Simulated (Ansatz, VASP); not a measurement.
## One calculation of MgO, two programs

```
CELL_PARAMETERS angstrom
0.00000 2.10386 2.10386
2.10386 0.00000 2.10386
2.10386 2.10386 0.00000
ATOMIC_POSITIONS crystal
Mg 0.00000 0.00000 0.00000
O 0.50000 0.50000 0.50000
```

Alike in both runs: functional PBE; dispersion D3(BJ); k mesh 10 × 10 × 10; occupations gaussian, width 0.02 eV; no spin polarisation.

Ansatz relaxed the structure, and its values are those at the end. VASP's run is a single point on that final structure, the one shown.

```csv
,VASP,Ansatz
version,VASP 6.6.1,Ansatz 0.2.0
potentials or method,"VASP PAW PBE potentials, release 64 (Mg, O)","scalar-relativistic, plane waves, PAW"
plane-wave cutoff (eV),520,420
valence electrons in the cell,8,16
```

```tsv
	VASP	Ansatz	Ansatz less VASP
gap on the k mesh at the Fermi level (eV)	4.76	4.77	+0.017
least direct gap on the mesh (eV)	4.76	4.77	+0.017
pressure (GPa)	-0.7	0.0	+0.73
```

The two sets of potentials don't hold the same shells in valence.

Expect the measured gap to be larger: semilocal functionals such as PBE lack the derivative discontinuity.
